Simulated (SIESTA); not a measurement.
Input of a SIESTA 5.4.2 run:

File Bi2Te2Se.fdf:

```
SystemName                      Bi2Te2Se
SystemLabel                     Bi2Te2Se
NumberOfSpecies                 3
NumberOfAtoms                   5
%block ChemicalSpeciesLabel
  1  83 Bi
  2  52 Te
  3  34 Se
%endblock ChemicalSpeciesLabel

LatticeConstant                 1.0 Ang
%block LatticeVectors
     2.1609687617     1.2476358963    10.5855712543
    -2.1609687617     1.2476358963    10.5855712543
     0.0000000000    -2.4952717926    10.5855712543
%endblock LatticeVectors
AtomicCoordinatesFormat         Fractional
%block AtomicCoordinatesAndAtomicSpecies
     0.3989950000     0.3906490000     0.3855170000  1  Bi
     0.6145010000     0.6072130000     0.5992070000  1  Bi
     0.7805280000     0.7769870000     0.7855530000  2  Te
     0.2121070000     0.2236630000     0.2210960000  2  Te
    -0.0053750000    -0.0001770000     0.0080720000  3  Se
%endblock AtomicCoordinatesAndAtomicSpecies

%block kgrid.MonkhorstPack
    7   0   0  0.0
    0   7   0  0.0
    0   0   7  0.0
%endblock kgrid.MonkhorstPack
XC.Functional                   GGA
XC.Authors                      PBEsol
PAO.BasisSize                   DZP
PAO.EnergyShift                 0.003 Ry
Mesh.Cutoff                     500 Ry
OccupationFunction              FD
ElectronicTemperature           0.05 eV
MaxSCFIterations                120
SCF.MustConverge                false
SCF.Mixer.Method                Pulay
SCF.Mixer.Weight                0.25
SCF.Mixer.History               8
SCF.DM.Tolerance                5.0e-05
SCF.H.Tolerance                 1.0e-03 eV
WriteForces                     true
Charge.Mulliken                 end
%block PAO.Basis
  Bi 4
  n=6 0 2
    5.772 0.000
  n=6 1 2
    8.065 0.000
  n=5 2 2
    3.889 0.000
  n=6 2 1
    8.065
  Te 4
  n=5 0 2
    5.613 0.000
  n=5 1 2
    7.253 0.000
  n=4 2 2
    3.260 0.000
  n=5 2 1
    7.253
  Se 4
  n=4 0 2
    5.129 0.000
  n=4 1 2
    6.708 0.000
  n=3 2 2
    2.662 0.000
  n=4 2 1
    6.708
%endblock PAO.Basis
```

Potentials or basis: PseudoDojo 0.4 standard (PBEsol files), DZP (energy shift 0.003 Ry; two zetas on semicore shells).

Command:

```console
$ siesta < Bi2Te2Se.fdf > Bi2Te2Se.out 2>&1
```

Task: Estimate the largest force.

Result: 0.551 eV/Å.

Task: What does it give for the band gap on the k mesh?

Result: 0.44 eV, direct.

Stress tensor (GPa, compression positive):
```
-0.55  0.18 -0.31
 0.18 -0.56  0.01
-0.31  0.01 -0.59
```

Caveat: spin-orbit coupling is left out, which as a rule narrows the gap of such compounds by several tenths of an eV; an odd mesh through Γ misses points on the zone boundary, where band edges often lie; the basis of atomic orbitals isn't converged, which shifts pressures, moduli and gaps.
